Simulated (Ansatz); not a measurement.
# P: the cost of one run

Method: DFT PBE, scalar-relativistic, plane waves, PAW, in Ansatz 0.2.0.

2 further runs of the same task are left out: 1 that didn't finish, 1 set aside as unsound or not needed.

**1. Starting point**

Symmetry: R-3, No. 148, trigonal system. Conventional cell: a = 5.665 Å, b = 5.665 Å, c = 10.733 Å, α = 90.00°, β = 90.00°, γ = 120.00°. P (site symmetry 1) has 4 P at 2.11 to 2.16 Å as nearest neighbours. Around P (site symmetry -3) lie 6 P at 2.16 Å.

As a file:

```
P
1.0
     2.83243    1.63530    3.57783
    -2.83243    1.63530    3.57783
     0.00000   -3.27061    3.57783
P
7
Direct
  0.41574 0.14013 0.81313
  0.81313 0.41574 0.14013
  0.14013 0.81313 0.41574
  0.58426 0.85987 0.18687
  0.18687 0.58426 0.85987
  0.85987 0.18687 0.58426
  0.00000 0.00000 0.00000
```

The cell is invented: 4-, 6-connected net of one element (R-3, No. 148). Its size is a rough estimate.

**2. Probe: one point on a coarse mesh**

input.yaml

```yaml
crystal:
  lattice:
    - [2.83242928, 1.63530381, 3.5778263]
    - [-2.83242928, 1.63530381, 3.5778263]
    - [0.0, -3.27060762, 3.5778263]
  atoms:
    - { symbol: P, position: [0.4157399, 0.14013048, 0.81313237] }
    - { symbol: P, position: [0.81313237, 0.4157399, 0.14013048] }
    - { symbol: P, position: [0.14013048, 0.81313237, 0.4157399] }
    - { symbol: P, position: [0.5842601, 0.85986952, 0.18686763] }
    - { symbol: P, position: [0.18686763, 0.5842601, 0.85986952] }
    - { symbol: P, position: [0.85986952, 0.18686763, 0.5842601] }
    - { symbol: P, position: [0.0, 0.0, 0.0] }
basis:
  ecutwfc: 420
kpoints:
  mp_grid: { grid: [6, 6, 6] }
hamiltonian:
  xc: pbe
scf:
  occupations: { method: gaussian, width: 0.1 }
  lower_state_search: "off"
output:
  forces: true
  stress: true
  eigenvalues: true
```

The run is started by

```console
$ ansatz run input.yaml --threads 1 --pin off --max-ram 2560MiB --backend cpu --events-out ev --progress --plain --runs-dir out
```

Q: Estimate wall time and peak memory on 1 thread of Arm Neoverse V1, shared host.

About 6.5 s, with a peak of 0.36 GiB.
